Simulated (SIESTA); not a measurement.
## HgSe under changes of volume

One of the cells (28.067 Å³/atom); the others are scaled copies at fixed shape and fractional positions:

```xyz
2
Lattice="0.0000 3.0390 3.0390 3.0390 0.0000 3.0390 3.0390 3.0390 0.0000" Properties=species:S:1:pos:R:3 pbc="T T T"
Hg    0.0000    0.0000    0.0000
Se    4.5585    4.5585    4.5585
```

* Program: SIESTA 5.4.2
* Functional: PBE
* Potentials or basis: SG15 1.2 (PBE files) or PseudoDojo by element
* Basis: DZP (energy shift 0.003 Ry; two zetas on semicore shells)
* Grid cutoff: 800 Ry
* Energy shift: 0.003 Ry
* k mesh: 8 × 8 × 8
* Occupations: fermi-dirac, width 0.05 eV
* Spin: no spin polarisation

```tsv
volume (Å³/atom)	energy over the lowest point (meV/atom)	pressure (GPa)	gap on the mesh (eV)
26.383	94.16	9.3	0.94
26.944	?	?	?
27.505	41.63	5.8	0.82
28.067	24.15	4.2	0.76
28.628	11.75	2.9	0.71
29.189	3.76	1.6	0.66
29.751	0.00	0.5	0.60
```

Question: What does the run at 26.944 Å³/atom give?

Answer: Energy over the lowest point 64.76 meV/atom; pressure 7.5 GPa; gap on the mesh 0.88 eV.

Worked out: A Birch-Murnaghan fit of order 3 (a polynomial in V^(-2/3)) to the other rows has its minimum at 30.06 Å³/atom, just outside them, with B0 = V·E''(V) = 53 GPa and B' = 4.7. It gives 64.76 meV/atom at 26.944 Å³/atom, against the run's 64.76, and -dE/dV = 7.5 GPa, against 7.5. A straight line through the other rows of the gap, of slope -2.8 eV per unit of ln V (its deformation potential), gives 0.88 eV, against the run's 0.88.

Energies are extrapolated to zero smearing.

Caveats: spin-orbit coupling is left out, which moves the levels of the heavy elements; the basis of atomic orbitals isn't converged, which shifts pressures, moduli and gaps.

A mesh can miss the band edges.
